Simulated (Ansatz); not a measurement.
# The perfect (5,2) C nanotube

Wanted: the relaxed geometry and the bands of the (5,2) C nanotube.

Program: Ansatz 0.2.0. Level of theory: DFT PBE, plane waves, PAW; relaxation of a wire's period, in the first sound run; inputs show where later runs differ. Results are calculated unless marked as measured.

## 1. The structure

The cell holds 52 atoms: 52 C. Cell: a = 11.689 Å, b = 11.685 Å, c = 8.868 Å, α = 90.0°, β = 90.0°, γ = 90.0°. Vacuum lies along a and b. The structure's axis is c.

## 2. Relaxing the period

Band widths follow the bond lengths, so the wire is relaxed first. The atoms and the third cell vector are free; the box across stays fixed as vacuum. A Fermi-Dirac smearing is set since the result may be a metal. The pressure printed is a third of the stress's trace over the whole box, vacuum included; only the stress along the axis is relaxed.

input.yaml reads:

```yaml
crystal:
  lattice:
    - [11.689, 0.0, 0.0]
    - [0.0, 11.685, 0.0]
    - [0.0, 0.0, 8.8678971577]
  atoms:
    - { symbol: C, position: [0.395438616, 0.318829861, 0.0] }
    - { symbol: C, position: [0.709139186, 0.500006968, 0.0] }
    - { symbol: C, position: [0.314826766, 0.402784416, 0.038461538] }
    - { symbol: C, position: [0.508426438, 0.709042606, 0.038461538] }
    - { symbol: C, position: [0.58965954, 0.311000346, 0.076923077] }
    - { symbol: C, position: [0.618806963, 0.672179558, 0.076923077] }
    - { symbol: C, position: [0.332815039, 0.625685436, 0.115384615] }
    - { symbol: C, position: [0.474797189, 0.292327007, 0.115384615] }
    - { symbol: C, position: [0.425845636, 0.695617325, 0.153846154] }
    - { symbol: C, position: [0.706430959, 0.466448078, 0.153846154] }
    - { symbol: C, position: [0.301634525, 0.433758345, 0.192307692] }
    - { symbol: C, position: [0.656544305, 0.361278191, 0.192307692] }
    - { symbol: C, position: [0.296948805, 0.550073075, 0.230769231] }
    - { symbol: C, position: [0.644877489, 0.650886345, 0.230769231] }
    - { symbol: C, position: [0.441820822, 0.299061485, 0.269230769] }
    - { symbol: C, position: [0.70306214, 0.550073075, 0.269230769] }
    - { symbol: C, position: [0.343466641, 0.361278191, 0.307692308] }
    - { symbol: C, position: [0.458173357, 0.704984369, 0.307692308] }
    - { symbol: C, position: [0.57416531, 0.695617325, 0.346153846] }
    - { symbol: C, position: [0.632271123, 0.337955502, 0.346153846] }
    - { symbol: C, position: [0.307606756, 0.582008462, 0.384615385] }
    - { symbol: C, position: [0.525213756, 0.292327007, 0.384615385] }
    - { symbol: C, position: [0.381203983, 0.672179558, 0.423076923] }
    - { symbol: C, position: [0.70846103, 0.516841001, 0.423076923] }
    - { symbol: C, position: [0.323247732, 0.388193883, 0.461538462] }
    - { symbol: C, position: [0.685184179, 0.402784416, 0.461538462] }
    - { symbol: C, position: [0.29087176, 0.500006968, 0.5] }
    - { symbol: C, position: [0.604572329, 0.681184076, 0.5] }
    - { symbol: C, position: [0.491584507, 0.290971331, 0.538461538] }
    - { symbol: C, position: [0.685184179, 0.597229521, 0.538461538] }
    - { symbol: C, position: [0.381203983, 0.327834379, 0.576923077] }
    - { symbol: C, position: [0.410351406, 0.689013591, 0.576923077] }
    - { symbol: C, position: [0.525213756, 0.70768693, 0.615384615] }
    - { symbol: C, position: [0.667195906, 0.374328501, 0.615384615] }
    - { symbol: C, position: [0.293579986, 0.533565859, 0.653846154] }
    - { symbol: C, position: [0.57416531, 0.304396612, 0.653846154] }
    - { symbol: C, position: [0.343466641, 0.638735745, 0.692307692] }
    - { symbol: C, position: [0.698376421, 0.566255592, 0.692307692] }
    - { symbol: C, position: [0.355133457, 0.349127592, 0.730769231] }
    - { symbol: C, position: [0.70306214, 0.449940862, 0.730769231] }
    - { symbol: C, position: [0.296948805, 0.449940862, 0.769230769] }
    - { symbol: C, position: [0.558190124, 0.700952452, 0.769230769] }
    - { symbol: C, position: [0.541837589, 0.295029568, 0.807692308] }
    - { symbol: C, position: [0.656544305, 0.638735745, 0.807692308] }
    - { symbol: C, position: [0.367739823, 0.662058435, 0.846153846] }
    - { symbol: C, position: [0.425845636, 0.304396612, 0.846153846] }
    - { symbol: C, position: [0.474797189, 0.70768693, 0.884615385] }
    - { symbol: C, position: [0.69240419, 0.418005475, 0.884615385] }
    - { symbol: C, position: [0.291549916, 0.483172936, 0.923076923] }
    - { symbol: C, position: [0.618806963, 0.327834379, 0.923076923] }
    - { symbol: C, position: [0.314826766, 0.597229521, 0.961538462] }
    - { symbol: C, position: [0.676763214, 0.611820054, 0.961538462] }
kpoints:
  mp_grid: { grid: [1, 1, 10] }
scf:
  occupations: { method: fermi_dirac, width: 0.05 }
hamiltonian:
  xc: pbe
relax:
  cell: { fix: [a, b, alpha, beta, gamma] }
  max_steps: 60
```

Run with:

```sh
ansatz run input.yaml --threads 4 --pin off --max-ram 16384MiB --backend cpu --events-out ev --progress --plain --runs-dir out
```

Numbers of over 12 decimals in the logs are rounded to 6 here.

The log of the run:

```text
Engine: ansatz 0.2.0, x86_64-unknown-linux-gnu
Pseudopotentials: kind: paw
Pseudopotential: C, paw, valence charge 4, recommended cutoff 420 eV (normal), C.paw.azcp
Functional definition: PBE
  parameter kappa = 0.804
  parameter beta = 0.066725
  exchange = pbe_x(kappa = kappa, mu = beta*pi^2/3)
  correlation = pbe_c(beta = beta)
Crystal: 52 atoms, lattice volume = 1211.230 Å³
Basis set: ecut = 420 eV, 23757 PW (Γ), exchange–correlation on 160×160×120 points (8 copies of the dense FFT grid, shifted against one another)
Bands: 156, of which v1, the nominal top of the filled ones, is band 104 counted from 1 (103 counted from 0)
Symmetry: 2 space group operations
Space group: P21 (ITA 4), of the structure as read, at distance tolerance 1.1e-4 Å
k-points: 6 of 10 (time reversal used)
Non-local potential: C, projectors of the file, l = 0: 2, l = 1: 2, l = 2: 1
PAW form: soft (Blöchl's): semilocal exchange-correlation on the pseudo side does not see the compensation charge
PAW one-centre angular grid: C, 110 points (default); XC on 64 Gauss nodes
Initial density: superposition of atomic densities (neutral atoms: chi_scale 0, normalization atom), corrected by the library's trained network
Initial wavefunctions: pseudopotential atomic-orbital guess
Functional: x = pbe(κ = 0.804, μ = 0.219515), c = pbe(β = 0.066725)
SCF iter   1: F=—  HF=-13030.796283 eV  |F-HF|=—  |Δ(HF+E_count)|=         —  Δρ=4.50e-3  dr2=1.41e-1  ethr=1.77e-3  ⟨swp⟩=8.7  Hψ=5350  notcnv=0  defer=210
preconditioner: auto → LDOS  [metal: Δε(μ)=0.093 eV  Ē_g=14.406 eV  σ=0.050 eV  W_gap=0.42  n_scr=160 (ndim 8)  ℏωp=15.4 eV  f_vac=0.595  D(μ)=5.41/eV (n_scr^D=18)  β→1.0]
SCF iter   2: F=—  HF=-13030.899558 eV  |F-HF|=—  |Δ(HF+E_count)|=   1.03e-1  Δρ=6.05e-4  dr2=5.15e-3  ethr=6.79e-5  ⟨swp⟩=3.0  Hψ=1816  notcnv=0  defer=252
SCF iter   3: F=—  HF=-13030.898660 eV  |F-HF|=—  |Δ(HF+E_count)|=   8.98e-4  Δρ=2.36e-4  dr2=1.12e-3  ethr=2.48e-6  ⟨swp⟩=2.0  Hψ=1310  notcnv=0  defer=252
SCF iter   4: F=—  HF=-13030.898395 eV  |F-HF|=—  |Δ(HF+E_count)|=   2.65e-4  Δρ=7.47e-5  dr2=1.04e-4  ethr=5.37e-7  ⟨swp⟩=2.0  Hψ=1121  notcnv=0  defer=252
SCF iter   5: F=—  HF=-13030.898367 eV  |F-HF|=—  |Δ(HF+E_count)|=   2.77e-5  Δρ=1.69e-5  dr2=4.00e-6  ethr=5.01e-8  ⟨swp⟩=2.0  Hψ=1271  notcnv=0  defer=252
SCF iter   6: F=—  HF=-13030.898050 eV  |F-HF|=—  |Δ(HF+E_count)|=   3.17e-4  Δρ=3.55e-6  dr2=2.16e-7  ethr=1.92e-9  ⟨swp⟩=2.0  Hψ=1312  notcnv=0  defer=252
SCF iter   7: F=-13030.898050 eV  HF=-13030.898050 eV  |F-HF|=2.74e-9  |Δ(HF+E_count)|=   6.54e-8  Δρ=4.77e-7  dr2=4.24e-9  ethr=4.81e-11  ⟨swp⟩=4.3  Hψ=2817  notcnv=0
SCF 1 converged in 7 iterations: F = -13030.898050 eV  dr2 = 4.24e-9
  greatest PAW one-centre occupation: 0.677 electrons in one spin orbital (limit 2), on the C atom at site 38 (counted from 0), in its partial waves of l = 0
relax step   1: F+E_penalty+E_count = -13030.89804991 eV  Δ(F+E_penalty+E_count) = +0.000e0 eV  max|allowed force component| = 5.927e-1 eV/Å  Δτ_max = 0.0000 Å  P = +4.274 GPa  Ω = 1211.230 Å³  fix = [a, b, alpha, beta, gamma]  reactions: a +4.979, b +4.979 GPa; gamma +0.000 GPa/rad  (7 SCF iters, dr2 threshold 1.00e-7 eV, accepted)
Crystal: 52 atoms, lattice volume = 1212.236 Å³
Basis set: ecut = 420 eV, 23797 PW (Γ), exchange–correlation on 160×160×120 points (8 copies of the dense FFT grid, shifted against one another)
Initial density: handed on by an earlier stage of this run
Initial wavefunctions: those handed on with the density
iter 1 solved again at ethr=5.55e-4 eV; its pass at ethr=3.10e-3 eV (dr2=1.15e0 eV) is discarded
SCF iter   1: F=—  HF=-13032.073304 eV  |F-HF|=—  |Δ(HF+E_count)|=         —  Δρ=1.01e-2  dr2=1.13e0  ethr=5.55e-4  ⟨swp⟩=5.0  Hψ=4161  notcnv=0
preconditioner: auto → LDOS  [metal: Δε(μ)=0.090 eV  Ē_g=13.812 eV  σ=0.050 eV  W_gap=0.39  n_scr=160 (ndim 8)  ℏωp=15.4 eV  f_vac=0.587  D(μ)=4.88/eV (n_scr^D=10)  β→1.0]
SCF iter   2: F=—  HF=-13032.169200 eV  |F-HF|=—  |Δ(HF+E_count)|=   9.59e-2  Δρ=6.52e-3  dr2=1.46e0  ethr=5.41e-4  ⟨swp⟩=4.2  Hψ=3394  notcnv=0  defer=184
SCF iter   3: F=—  HF=-13031.747345 eV  |F-HF|=—  |Δ(HF+E_count)|=   4.22e-1  Δρ=7.52e-4  dr2=3.46e-3  ethr=5.41e-4  ⟨swp⟩=3.0  Hψ=1288  notcnv=0  defer=224
SCF iter   4: F=—  HF=-13031.746138 eV  |F-HF|=—  |Δ(HF+E_count)|=   1.21e-3  Δρ=9.06e-5  dr2=4.87e-5  ethr=1.66e-6  ⟨swp⟩=2.0  Hψ=1492  notcnv=0  defer=245
SCF iter   5: F=-13031.746178 eV  HF=-13031.746179 eV  |F-HF|=2.05e-7  |Δ(HF+E_count)|=   4.07e-5  Δρ=1.45e-5  dr2=2.28e-6  ethr=2.50e-9  ⟨swp⟩=5.0  Hψ=3386  notcnv=0
SCF 2 converged in 5 iterations: F = -13031.746178 eV  dr2 = 2.28e-6
  greatest PAW one-centre occupation: 0.671 electrons in one spin orbital (limit 2), on the C atom at site 37 (counted from 0), in its partial waves of l = 0
relax step   2: F+E_penalty+E_count = -13031.74617834 eV  Δ(F+E_penalty+E_count) = -8.481e-1 eV  max|allowed force component| = 3.541e-1 eV/Å  Δτ_max = 0.0422 Å  P = +1.388 GPa  Ω = 1212.236 Å³  energy of the carried Pulay correction = -1.286e-3 eV  fix = [a, b, alpha, beta, gamma]  reactions: a +1.628, b +1.628 GPa; gamma +0.000 GPa/rad  (5 SCF iters, dr2 threshold 5.20e-6 eV, accepted)
Crystal: 52 atoms, lattice volume = 1213.895 Å³
Basis set: ecut = 420 eV, 23837 PW (Γ), exchange–correlation on 160×160×120 points (8 copies of the dense FFT grid, shifted against one another)
iter 1 solved again at ethr=1.11e-4 eV; its pass at ethr=3.10e-3 eV (dr2=2.30e-1 eV) is discarded
SCF iter   1: F=—  HF=-13031.946304 eV  |F-HF|=—  |Δ(HF+E_count)|=         —  Δρ=4.57e-3  dr2=2.34e-1  ethr=1.11e-4  ⟨swp⟩=4.7  Hψ=3911  notcnv=0  defer=2
preconditioner: auto → LDOS  [metal: Δε(μ)=0.103 eV  Ē_g=13.787 eV  σ=0.050 eV  W_gap=0.41  n_scr=160 (ndim 8)  ℏωp=15.4 eV  f_vac=0.584  D(μ)=4.24/eV (n_scr^D=10)  β→1.0]
SCF iter   2: F=—  HF=-13031.968393 eV  |F-HF|=—  |Δ(HF+E_count)|=   2.21e-2  Δρ=2.99e-3  dr2=3.16e-1  ethr=1.11e-4  ⟨swp⟩=4.8  Hψ=2760  notcnv=0  defer=74
SCF iter   3: F=—  HF=-13031.876076 eV  |F-HF|=—  |Δ(HF+E_count)|=   9.23e-2  Δρ=3.56e-4  dr2=8.75e-4  ethr=1.11e-4  ⟨swp⟩=3.0  Hψ=1581  notcnv=0  defer=74
SCF iter   4: F=—  HF=-13031.875764 eV  |F-HF|=—  |Δ(HF+E_count)|=   3.12e-4  Δρ=4.68e-5  dr2=1.15e-5  ethr=4.21e-7  ⟨swp⟩=2.2  Hψ=1584  notcnv=0  defer=76
SCF iter   5: F=-13031.875774 eV  HF=-13031.875774 eV  |F-HF|=3.82e-7  |Δ(HF+E_count)|=   9.78e-6  Δρ=7.74e-6  dr2=4.45e-7  ethr=2.50e-9  ⟨swp⟩=4.0  Hψ=2814  notcnv=0
SCF 3 converged in 5 iterations: F = -13031.875774 eV  dr2 = 4.45e-7
[...]
SCF converged after 5 iterations
Free energy (F): -13031.890300 eV
Harris-Foulkes:  -13031.890300 eV  (|F-HF|=1.13e-10)
Internal energy: -13031.856265 eV  (E = F + TS)
E sigma→0 (E₀):  -13031.873282 eV
Entropy (-TS):   -0.034035 eV (-0.655 meV/atom)
Fermi energy:    -0.048277 eV
--- Per-component energies (eV) ---
  E_band       = -1917.536097
  E_kinetic    = 4710.004899
  E_local      = -43108.549165  (includes V_loc(G=0)·N_el)
  E_nonlocal   = 1415.882397
  E_hartree    = 19247.293123
  E_xc         = -2487.389496
  E_vxc        = -3078.992469  (∫ρ·V_xc dr)
  E_paw        = -5163.226154  (= ΣΔE_a)
  E_vpaw       = -350.466704  (= ΣTr[D̂ρ^β])
  E_aug_tail   = 0.000397  (compensation charges beyond the density's cutoff)
  E_ewald      = 12354.127733
  E_smearing   = -0.034035  (= −TS)
  E_closure    = -0.000000  (closes the sum)
  Σ components = -13031.890300   (vs F -13031.890300, Δ=0.00e0)
--- Forces (eV/Å), atoms counted from 1 ---
  atom   1  C      0.00119866    -0.00100342    -0.00093354
  atom   2  C      0.00086551    -0.00136636     0.00051714
  atom   3  C     -0.00118209     0.00097469     0.00071085
  atom   4  C     -0.00137867     0.00077405    -0.00076106
  atom   5  C      0.00138760     0.00015478    -0.00087241
  atom   6  C      0.00133014    -0.00057237     0.00100635
  atom   7  C     -0.00112570    -0.00097418    -0.00087152
  atom   8  C     -0.00144635    -0.00038741     0.00081659
  atom   9  C      0.00125624     0.00108334     0.00078482
  atom  10  C      0.00103923     0.00122574    -0.00053436
  atom  11  C     -0.00000853    -0.00146660    -0.00068983
  atom  12  C     -0.00092646    -0.00120930     0.00089129
  atom  13  C     -0.00022387     0.00147398     0.00064596
  atom  14  C     -0.00103260     0.00111455    -0.00103180
  atom  15  C      0.00128823    -0.00095580    -0.00086304
  atom  16  C      0.00115055    -0.00116627     0.00060021
  atom  17  C     -0.00121234     0.00078813     0.00094235
  atom  18  C     -0.00148092     0.00038099    -0.00077301
  atom  19  C      0.00144781    -0.00011634     0.00092598
  atom  20  C      0.00125384     0.00060750    -0.00084388
  atom  21  C     -0.00116600    -0.00111095    -0.00068335
  atom  22  C     -0.00131977    -0.00083757     0.00072589
  atom  23  C      0.00114343     0.00113126     0.00096040
  atom  24  C      0.00063763     0.00143874    -0.00054353
  atom  25  C      0.00061791    -0.00137303    -0.00091081
  atom  26  C     -0.00038741    -0.00141675     0.00078530
  atom  27  C     -0.00086551     0.00136636     0.00051714
  atom  28  C     -0.00119866     0.00100342    -0.00093354
  atom  29  C      0.00137867    -0.00077405    -0.00076106
  atom  30  C      0.00118209    -0.00097469     0.00071085
  atom  31  C     -0.00133014     0.00057237     0.00100635
  atom  32  C     -0.00138760    -0.00015478    -0.00087241
  atom  33  C      0.00144635     0.00038741     0.00081659
  atom  34  C      0.00112570     0.00097418    -0.00087152
  atom  35  C     -0.00103923    -0.00122574    -0.00053436
  atom  36  C     -0.00125624    -0.00108334     0.00078482
  atom  37  C      0.00092646     0.00120930     0.00089129
  atom  38  C      0.00000853     0.00146660    -0.00068983
  atom  39  C      0.00103260    -0.00111455    -0.00103180
  atom  40  C      0.00022387    -0.00147398     0.00064596
  atom  41  C     -0.00115055     0.00116627     0.00060021
  atom  42  C     -0.00128823     0.00095580    -0.00086304
  atom  43  C      0.00148092    -0.00038099    -0.00077301
  atom  44  C      0.00121234    -0.00078813     0.00094235
  atom  45  C     -0.00125384    -0.00060750    -0.00084388
  atom  46  C     -0.00144781     0.00011634     0.00092598
  atom  47  C      0.00131977     0.00083757     0.00072589
  atom  48  C      0.00116600     0.00111095    -0.00068335
  atom  49  C     -0.00063763    -0.00143874    -0.00054353
  atom  50  C     -0.00114343    -0.00113126     0.00096040
  atom  51  C      0.00038741     0.00141675     0.00078530
  atom  52  C     -0.00061791     0.00137303    -0.00091081
  max |Σ_I F_I| component: 1.95e-6 eV/Å
--- Stress (GPa, compression-positive) ---
        0.003458      -0.000241      -0.000000
       -0.000241       0.003378       0.000000
       -0.000000       0.000000      -0.023150
  P = ⅓ Tr σ = -0.0054 GPa (-0.054 kbar)
--- Relaxed structure (5 steps of the walk, 5 accepted, 1 SCFs on fresh bases) ---
  F+E_penalty+E_count = -13031.89029971 eV   max|allowed force component| = 1.481e-3 eV/Å   (the final SCF, on the basis selected at the relaxed cell)
  cell:  # Å, volume = 1213.7870 Å³
    - [11.689, 0, 0]
    - [0, 11.685, 0]
    - [0, 0, 8.886616]
  atoms:
    - { symbol: C, position: [0.392741, 0.314255, -0.000378586] }
    - { symbol: C, position: [0.714415, 0.500036, 0.000378601] }
    - { symbol: C, position: [0.310150, 0.400289, 0.038841] }
    - { symbol: C, position: [0.508689, 0.714321, 0.038083] }
    - { symbol: C, position: [0.591881, 0.306182, 0.076542] }
    - { symbol: C, position: [0.621790, 0.676561, 0.077302] }
    - { symbol: C, position: [0.328606, 0.628906, 0.115008] }
    - { symbol: C, position: [0.474188, 0.287062, 0.115763] }
    - { symbol: C, position: [0.423937, 0.700551, 0.154227] }
    - { symbol: C, position: [0.711630, 0.465543, 0.153466] }
    - { symbol: C, position: [0.296595, 0.432122, 0.191927] }
    - { symbol: C, position: [0.660529, 0.357777, 0.192685] }
    - { symbol: C, position: [0.291803, 0.551301, 0.231149] }
    - { symbol: C, position: [0.648585, 0.654672, 0.230393] }
    - { symbol: C, position: [0.440295, 0.293982, 0.268850] }
    - { symbol: C, position: [0.708179, 0.551363, 0.269611] }
    - { symbol: C, position: [0.339514, 0.357727, 0.308069] }
    - { symbol: C, position: [0.457162, 0.710174, 0.307313] }
    - { symbol: C, position: [0.576010, 0.700578, 0.346535] }
    - { symbol: C, position: [0.635578, 0.333804, 0.345776] }
    - { symbol: C, position: [0.302755, 0.584121, 0.384235] }
    - { symbol: C, position: [0.525878, 0.287070, 0.384995] }
    - { symbol: C, position: [0.378163, 0.676519, 0.423454] }
    - { symbol: C, position: [0.713724, 0.517205, 0.422698] }
    - { symbol: C, position: [0.318733, 0.385392, 0.461159] }
    - { symbol: C, position: [0.689883, 0.400339, 0.461919] }
    - { symbol: C, position: [0.285585, 0.499964, 0.500379] }
    - { symbol: C, position: [0.607259, 0.685745, 0.499621] }
    - { symbol: C, position: [0.491311, 0.285679, 0.538083] }
    - { symbol: C, position: [0.689850, 0.599711, 0.538841] }
    - { symbol: C, position: [0.378210, 0.323439, 0.577302] }
    - { symbol: C, position: [0.408119, 0.693818, 0.576542] }
    - { symbol: C, position: [0.525812, 0.712938, 0.615763] }
    - { symbol: C, position: [0.671394, 0.371094, 0.615008] }
    - { symbol: C, position: [0.288370, 0.534457, 0.653466] }
    - { symbol: C, position: [0.576063, 0.299449, 0.654227] }
    - { symbol: C, position: [0.339471, 0.642223, 0.692685] }
    - { symbol: C, position: [0.703405, 0.567878, 0.691927] }
    - { symbol: C, position: [0.351415, 0.345328, 0.730393] }
    - { symbol: C, position: [0.708197, 0.448699, 0.731149] }
    - { symbol: C, position: [0.291821, 0.448637, 0.769611] }
    - { symbol: C, position: [0.559705, 0.706018, 0.768850] }
    - { symbol: C, position: [0.542838, 0.289826, 0.807313] }
    - { symbol: C, position: [0.660486, 0.642273, 0.808069] }
    - { symbol: C, position: [0.364422, 0.666196, 0.845776] }
    - { symbol: C, position: [0.423990, 0.299422, 0.846535] }
    - { symbol: C, position: [0.474122, 0.712930, 0.884995] }
    - { symbol: C, position: [0.697245, 0.415879, 0.884235] }
    - { symbol: C, position: [0.286276, 0.482795, 0.922698] }
    - { symbol: C, position: [0.621837, 0.323481, 0.923454] }
    - { symbol: C, position: [0.310117, 0.599661, 0.961919] }
    - { symbol: C, position: [0.681267, 0.614608, 0.961159] }
```

Wall time 1.7 min (4 threads of Intel Xeon Platinum 8488C (Sapphire Rapids), shared host); peak memory 3.6 GiB.

The steps of the relaxation:

```csv
step,energy less that of the first step (eV),largest force component (eV/Å),pressure (GPa),volume (Å³)
1,0.0000,0.5927,4.27,1211.23
2,-0.8481,0.3541,1.39,1212.24
3,-0.9777,0.1648,0.04,1213.90
4,-0.9887,0.0159,0.03,1213.27
5,-0.9884,0.0016,-0.01,1213.79
6*,-0.9922,0.0015,-0.01,1213.79
```

Relaxation steps marked * repeat the geometry before them on a plane-wave basis chosen anew for their cell, so energy and pressure can jump there.

Forces are held to the 2 operations that the run works with; a distortion that breaks them can't arise in this run.

```csv
cell as run,before,after,change
c (Å),8.868,8.887,+0.2 %
```

The atoms that moved most (Å, along periodic axes as changes of fractional coordinates times the final cell, across vacuum about the mean position):

```csv
atom,dx,dy,dz,length
C31,-0.035,-0.051,0.003,0.062
C6,0.035,0.051,0.003,0.062
C39,-0.043,-0.044,-0.003,0.062
C14,0.043,0.044,-0.003,0.062
C25,-0.053,-0.033,-0.003,0.062
C52,0.053,0.033,-0.003,0.062
C45,-0.039,0.048,-0.003,0.062
C20,0.039,-0.048,-0.003,0.062
```

Numbers from this step:

```yaml
energy_at_zero_smearing: -13031.8733 eV
cell_length_along_the_wire: 8.887 Å
```

The cell's length comes to 8.887 Å with spin left out.

(Continued in part 2 of 4.)

[Logs are printed without paths, hosts, clocks, repeated set-up lines and the standing remarks that a program may print on its own settings, such as how far it seeks lower states.]

[Hosts, paths, dates, database ids (printed as entryN), source tags and the programs' standing remarks are cut or masked in the printed files.]
